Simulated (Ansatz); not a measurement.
Runs of Ansatz 0.2.0 on Ge. Symmetry: I4/mmm, No. 139, tetragonal system. The conventional cell has a = 3.217 Å, b = 3.217 Å, c = 3.746 Å, α = 90.00°, β = 90.00°, γ = 90.00°. Ge (site symmetry 4/mmm) is surrounded by 12 Ge at 2.95 to 3.22 Å. The cell was built by a generator and needn't be a form met in nature.

```csv
task,level,spin,cell,k mesh,smearing,points for each segment of the path,gap on the mesh (eV),pressure (GPa)
band structure,PBE,"SOC, no magnetisation",as given,9 × 9 × 9,fermi-dirac 0.05 eV,14,none,-0.3
single point,PBE,off,as given,12 × 12 × 12,gaussian 0.011 eV,-,none,(a)
band structure,PBE,off,as given,12 × 12 × 12,fermi-dirac 0.05 eV,14,none,0.6
band structure,LDA,off,as given,12 × 12 × 12,fermi-dirac 0.05 eV,14,none,-4.3
relaxation of cell and atoms,PBE,off,relaxed,12 × 12 × 12,fermi-dirac 0.05 eV,-,none,0.0
```

Alike in all rows: potentials or basis Ansatz PAW; cutoff (eV) 420.

Task: Estimate the missing entries.

Result: (a) 0.9.

Caveats: the PAW data sets come from PBE, with cores solved anew for the run's functional, which leaves a small shift of forces and pressure (some runs); the plane-wave basis is chosen anew once the cell has moved, so the energies of steps on either side of that aren't comparable (some runs).

A k mesh can miss the band edges, and rows without SOC leave out spin-orbit coupling on Ge.

A gap of «none» marks a metal or a gap under the smearing width.
